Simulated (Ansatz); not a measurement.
## TiSe2

```xyz
3
Lattice="3.5360 0.0000 0.0000 -1.7680 3.0623 0.0000 0.0000 0.0000 6.0040" Properties=species:S:1:pos:R:3 pbc="T T T"
Ti    0.0000    0.0000    0.0000
Se    0.0000    2.0415    1.5322
Se    1.7680    1.0208    4.4718
```

Atom numbers follow the list: Ti1, Se2, Se3.

The conventional cell has a = 3.536 Å, b = 3.536 Å, c = 6.004 Å, α = 90.00°, β = 90.00°, γ = 120.00°. Ti (atom 1) is surrounded by 6 Se at 2.55 Å. Se (atom 2) is surrounded by 3 Ti at 2.55 Å.

The cell is COD entry 1548816, which may be a prediction rather than a measurement; nothing was relaxed.

Methods: DFT, PBEsol, all-electron LAPW, scalar-relativistic (Ansatz 0.2.0); DFT, PBEsol, PAW with Ansatz's default frozen-core files, scalar-relativistic (Ansatz 0.2.0).

For LAPW: a Γ-centred 12×12×6 k mesh, Fermi–Dirac smearing of 0.03 eV, basis error target 1 meV/atom, no spin polarisation. PAW takes a cutoff of 420 eV at this cell (files made with PBE, cores remade for this functional). The Ansatz runs share mesh, smearing and spin set-up. Values come from LAPW unless marked.

```
Pressure at this cell                                                                                                  : -2.28 GPa
Band gap                                                                                                               : none: bands cross the Fermi level, a metal
Stress xx, yy, zz (compression positive)                                                                               : -2.71, -2.71, -1.41 GPa
Largest force                                                                                                          : 0.00200 Ha/bohr on Se2
Density of states at the Fermi level (0.2 eV bin)                                                                      : 0.68 states/eV per cell
Löwdin charges (with 0.15 e of the cell spilling out of the atomic basis, so their sizes and signs hang on that basis) : Ti1 0.71, Se2 -0.28 e
Bader charges (from the PAW run)                                                                                       : Ti1 +1.55, Se2 -0.78 e
Volume per atom                                                                                                        : 146.2 bohr³
```
